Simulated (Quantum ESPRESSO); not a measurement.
# WC (Qusongite) (P-6m2) in Quantum ESPRESSO: reference runs, part 3 of 3

Quantum ESPRESSO 7.5. The steps go on from the part before.

**9. Single point, PBE, 10.79 Å³/atom**

The input, pw.in:

```
&CONTROL
  calculation = 'scf'
  prefix = 'pwscf'
  outdir = './tmp'
  pseudo_dir = './pseudo'
  tprnfor = .true.
  tstress = .true.
  disk_io = 'nowf'
/
&SYSTEM
  ibrav = 0
  nat = 2
  ntyp = 2
  ecutwfc = 55
  ecutrho = 440
  nbnd = 15
  occupations = 'smearing'
  smearing = 'fd'
  degauss = 0.00367493
/
&ELECTRONS
  conv_thr = 4d-10
  electron_maxstep = 120
  mixing_beta = 0.5
/
ATOMIC_SPECIES
W    183.8400 W_pbe_v1.2.uspp.F.UPF
C     12.0110 C.pbe-n-kjpaw_psl.1.0.0.UPF
CELL_PARAMETERS angstrom
   2.9447478072    0.0000000000    0.0000000000
  -1.4723739036    2.5502264088    0.0000000000
   0.0000000000    0.0000000000    2.8739279649
ATOMIC_POSITIONS crystal
W      0.0000000000    0.0000000000    0.0000000000
C      0.6666666667    0.3333333333    0.5000000000
K_POINTS automatic
10 10 9 0 0 0
```

Potentials or basis: SSSP 1.3 efficiency PBE.

Command:

```bash
$ OMP_NUM_THREADS=1 pw.x -in pw.in > pw.out
```

pw.out:

```text
This program is part of the open-source Quantum ESPRESSO suite
     for quantum simulation of materials; please cite
         "P. Giannozzi et al., J. Phys.:Condens. Matter 21 395502 (2009);
         "P. Giannozzi et al., J. Phys.:Condens. Matter 29 465901 (2017);
         "P. Giannozzi et al., J. Chem. Phys. 152 154105 (2020);
     in publications or presentations arising from this work. More details at

     file C.pbe-n-kjpaw_psl.1.0.0.UPF: wavefunction(s)  2S 2P renormalized
     Message from routine setup:
     using ibrav=0 with symmetry is DISCOURAGED, use correct ibrav instead

     Subspace diagonalization in iterative solution of the eigenvalue problem:
     a serial algorithm will be used

     G-vector sticks info
     --------------------
     sticks:   dense  smooth     PW     G-vecs:    dense   smooth      PW
     Sum         931     475    151                22663     7987    1401

     Using Slab Decomposition

     bravais-lattice index     =            0
     lattice parameter (alat)  =       5.5648  a.u.
     unit-cell volume          =     145.6463 (a.u.)^3
     number of atoms/cell      =            2
     number of atomic types    =            2
     number of electrons       =        18.00
     number of Kohn-Sham states=           15
     kinetic-energy cutoff     =      55.0000  Ry
     charge density cutoff     =     440.0000  Ry
     scf convergence threshold =      4.0E-10
     mixing beta               =       0.5000
     number of iterations used =            8  plain     mixing
     Exchange-correlation= SLA  PW   PBX  PBC
                           (   1   4   3   4   0   0   0)

     celldm(1)=   5.564767  celldm(2)=   0.000000  celldm(3)=   0.000000
     celldm(4)=   0.000000  celldm(5)=   0.000000  celldm(6)=   0.000000

     crystal axes: (cart. coord. in units of alat)
               a(1) = (   1.000000   0.000000   0.000000 )
               a(2) = (  -0.500000   0.866025   0.000000 )
               a(3) = (   0.000000   0.000000   0.975950 )

     reciprocal axes: (cart. coord. in units 2 pi/alat)
               b(1) = (  1.000000  0.577350 -0.000000 )
               b(2) = (  0.000000  1.154701  0.000000 )
               b(3) = (  0.000000 -0.000000  1.024642 )

     PseudoPot. # 1 for W  read from file:
     W_pbe_v1.2.uspp.F.UPF
     Pseudo is Ultrasoft + core correction, Zval = 14.0
     Generated by new atomic code, or converted to UPF format
     Using radial grid of  923 points,  8 beta functions with:
                l(1) =   0
                l(2) =   0
                l(3) =   0
                l(4) =   1
                l(5) =   1
                l(6) =   2
                l(7) =   2
                l(8) =   3
     Q(r) pseudized with  6 coefficients,  rinner =    1.350   1.350   1.350
                                                       1.350   1.350   1.350
                                                       1.350

     PseudoPot. # 2 for C  read from file:
     C.pbe-n-kjpaw_psl.1.0.0.UPF
     Pseudo is Projector augmented-wave + core cor, Zval =  4.0
     Generated using "atomic" code by A. Dal Corso  v.5.1
     Shape of augmentation charge: PSQ
     Using radial grid of 1073 points,  4 beta functions with:
                l(1) =   0
                l(2) =   0
                l(3) =   1
                l(4) =   1
     Q(r) pseudized with 0 coefficients

     atomic species   valence    mass     pseudopotential
     W                14.00   183.84000     W ( 1.00)
     C                 4.00    12.01100     C ( 1.00)

     12 Sym. Ops. (no inversion) found

   Cartesian axes

     site n.     atom                  positions (alat units)
         1        W      tau(   1) = (   0.0000000   0.0000000   0.0000000  )
         2        C      tau(   2) = (   0.5000000   0.2886751   0.4879752  )

     number of k points=    70  Fermi-Dirac smearing, width (Ry)=  0.0037
                       cart. coord. in units 2pi/alat
        k(    1) = (   0.0000000   0.0000000   0.0000000), wk =   0.0022222
        k(    2) = (   0.0000000   0.0000000   0.1138491), wk =   0.0044444
        k(    3) = (   0.0000000   0.0000000   0.2276983), wk =   0.0044444
        k(    4) = (   0.0000000   0.0000000   0.3415474), wk =   0.0044444
        k(    5) = (   0.0000000   0.0000000   0.4553965), wk =   0.0044444
        k(    6) = (   0.0000000   0.1154701   0.0000000), wk =   0.0133333
[... 62 lines left out ...]
        k(   69) = (   0.3000000   0.5196152   0.3415474), wk =   0.0266667
        k(   70) = (   0.3000000   0.5196152   0.4553965), wk =   0.0266667

     Dense  grid:    22663 G-vectors     FFT dimensions: (  40,  40,  40)

     Smooth grid:     7987 G-vectors     FFT dimensions: (  27,  27,  25)

     Initial potential from superposition of free atoms

     starting charge      17.8996, renormalised to      18.0000

     negative rho (up, down):  6.228E-02 0.000E+00
     Starting wfcs are   17 randomized atomic wfcs
     Checking if some PAW data can be deallocated...

     Self-consistent Calculation

     iteration #  1     ecut=    55.00 Ry     beta= 0.50
     Davidson diagonalization with overlap
     ethr =  1.00E-02,  avg # of iterations =  3.1

     negative rho (up, down):  6.366E-02 0.000E+00
[... 67 lines left out ...]
     iteration #  9     ecut=    55.00 Ry     beta= 0.50
     Davidson diagonalization with overlap
     ethr =  7.67E-12,  avg # of iterations =  3.5

     negative rho (up, down):  6.712E-02 0.000E+00

     End of self-consistent calculation

          k = 0.0000 0.0000 0.0000 (  1033 PWs)   bands (ev):

   -54.3603 -18.3491 -18.2551 -18.2551   5.5647  15.6322  16.5498  16.5498
    19.7997  22.7831  22.7831  25.1231  25.1231  25.8314  33.6699
[... 343 lines left out ...]
   -54.2750 -18.8153 -18.7251 -18.5922   8.9897  13.0331  14.4503  17.8168
    19.0086  23.9405  25.6292  26.4538  28.7409  28.8186  31.0958

     the Fermi energy is    19.7365 ev

!    total energy              =    -177.60587432 Ry
     estimated scf accuracy    <          5.3E-11 Ry
     smearing contrib. (-TS)   =      -0.00014451 Ry
     internal energy E=F+TS    =    -177.60572981 Ry

     The total energy is F=E-TS. E is the sum of the following terms:
     one-electron contribution =     -12.92657481 Ry
     hartree contribution      =      17.64664576 Ry
     xc contribution           =     -45.85040875 Ry
     ewald contribution        =    -130.30787471 Ry
     one-center paw contrib.   =      -6.16751730 Ry

     convergence has been achieved in   9 iterations

     negative rho (up, down):  6.712E-02 0.000E+00

     Forces acting on atoms (cartesian axes, Ry/au):

     atom    1 type  1   force =     0.00000000    0.00000000    0.00000000
     atom    2 type  2   force =     0.00000000    0.00000000    0.00000000

     Total force =     0.000000     Total SCF correction =     0.000000

     Computing stress (Cartesian axis) and pressure

     negative rho (up, down):  6.712E-02 0.000E+00
          total   stress  (Ry/bohr**3)                   (kbar)     P=      -86.45
  -0.00052280   0.00000000   0.00000000          -76.91        0.00        0.00
   0.00000000  -0.00052280   0.00000000            0.00      -76.91        0.00
  -0.00000000  -0.00000000  -0.00071750           -0.00       -0.00     -105.55

=------------------------------------------------------------------------------=
   JOB DONE.
=------------------------------------------------------------------------------=
```

Run time: 15 s. Hardware: 1 thread of Intel Xeon 6975P-C (Granite Rapids), shared host; peak memory 0.22 GiB.

Results:

```
Free energy            : -2416.4510 eV
Pressure               : -8.6 GPa
Band gap on the k mesh : none (metal or under the smearing width)
```

**10. Single point, PBE, 11.00 Å³/atom**

Changes to pw.in since step 9:

```diff
@@ -29,5 +29,5 @@
 CELL_PARAMETERS angstrom
-   2.9447478072    0.0000000000    0.0000000000
-  -1.4723739036    2.5502264088    0.0000000000
-   0.0000000000    0.0000000000    2.8739279649
+   2.9635046684    0.0000000000    0.0000000000
+  -1.4817523342    2.5664703270    0.0000000000
+   0.0000000000    0.0000000000    2.8922337321
 ATOMIC_POSITIONS crystal
```

Command:

```bash
$ OMP_NUM_THREADS=1 pw.x -in pw.in > pw.out
```

Run time: 16 s. Hardware: 1 thread of Intel Xeon 6975P-C (Granite Rapids), shared host; peak memory 0.23 GiB.

It converged, with:

```yaml
Free_energy: -2416.4205 eV
Pressure: -15.1 GPa
Band_gap_on_the_k_mesh: none (metal or under the smearing width)
```

**11. Equation of state, PBE**

This step only gathers the single runs of the series.

What came out:

* Equilibrium volume: 10.55 Å³/atom
* Bulk modulus at fixed shape and positions: 389 GPa
* Pressure derivative of the bulk modulus: 4.3

Energy against volume, from the lowest point:
```tsv
volume (Å³/atom)	energy (meV/atom)
9.754	82.61
9.961	43.28
10.169	17.26
10.376	3.23
10.584	0.00
10.791	6.50
10.999	21.76
```

Caveat: the cell was scaled at fixed shape and fractional positions, which overstates the stiffness of a crystal with free parameters, most of all of layers and chains.

**12. The runs side by side**

```csv
task,cell,gap on the mesh (eV),pressure (GPa)
single point,as given,none,6.4
single point,"atoms moved at random, drawn with an rms of 0.05 Å",none,7.1
equation of state,as given,-,-
```

Alike in all rows: level PBE; potentials or basis SSSP 1.3 efficiency PBE; no spin polarisation; k mesh 10 × 10 × 9; cutoff (eV) 748; smearing fermi-dirac 0.05 eV.

Caveats: the cell was scaled at fixed shape and fractional positions, which overstates the stiffness of a crystal with free parameters, most of all of layers and chains (some runs).

Absolute energies hang on the potentials; compare differences alone.
